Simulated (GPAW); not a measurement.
Runs of GPAW 26.7.0 on SnO. Symmetry: P4/nmm, No. 129, tetragonal system. The conventional cell has a = 3.814 Å, b = 3.814 Å, c = 4.887 Å, α = 90.00°, β = 90.00°, γ = 90.00°. Around Sn (site symmetry 4mm) lie 4 O at 2.23 Å. Around O (site symmetry -4m2) lie 4 Sn at 2.23 Å. The cell is a database's computed one.

```tsv
task	level	potentials or basis	cell	k mesh	cutoff (eV)	smearing	response ecut	maxiter	response k mesh	response bands	kernels	mesh quality	gap on the mesh (eV)
dielectric tensor	RPBE	the program's PAW data sets (release 1.2.1) made for this functional, pw	P4/nmm, 17.77 Å³/atom	6 × 6 × 5	550	fermi-dirac 0.001 eV	80 eV	150	7 × 7 × 6	60	["RPA"]	not flagged	(a)
dielectric tensor	PBE	GPAW PAW data sets (gpaw-data 1.2.1), pw	P4/nmm, 17.77 Å³/atom	6 × 6 × 5	600	fermi-dirac 0.001 eV	80 eV	150	12 × 12 × 10	60	["RPA", "ALDA", "ALDA_X"]	not flagged	0.15
dielectric tensor	PBE	GPAW PAW data sets (gpaw-data 1.2.1), pw	P4/nmm, 18.84 Å³/atom	6 × 6 × 5	600	fermi-dirac 0.001 eV	80 eV	150	6 × 6 × 5	60	["RPA"]	not flagged	0.35
dielectric tensor	PBE	GPAW PAW data sets (gpaw-data 1.2.1), pw	P4/nmm, 16.7 Å³/atom	6 × 6 × 5	600	fermi-dirac 0.001 eV	80 eV	150	6 × 6 × 5	60	["RPA"]	not flagged	none
dielectric tensor	PBE	GPAW PAW data sets (gpaw-data 1.2.1), pw	P4/nmm, 17.06 Å³/atom	6 × 6 × 5	600	fermi-dirac 0.001 eV	80 eV	150	6 × 6 × 5	60	["RPA"]	not flagged	none
single point	PBE	GPAW PAW data sets (gpaw-data 1.2.1), pw	P4/nmm, 17.77 Å³/atom	6 × 6 × 5	600	fermi-dirac 0.05 eV	-	120	-	-	-	not flagged	0.15
```

Alike in all rows: no spin polarisation.

Q: Estimate the missing entries.

A: (a) 0.14.

Caveats: the long-wavelength limit can be off by a per cent or two (some runs); spin-orbit coupling is left out, which moves the levels of the heavy elements (some runs); the gap is small at this level, which inflates the dielectric constant (some runs); an odd mesh through Γ misses points on the zone boundary, where band edges often lie (some runs); the cutoff is short for stress and forces, so pressures can be off by a GPa or more (some runs).

A k mesh can miss the band edges, and the runs leave out spin-orbit coupling on Sn.

A gap of «none» marks a metal or a gap under the smearing width.
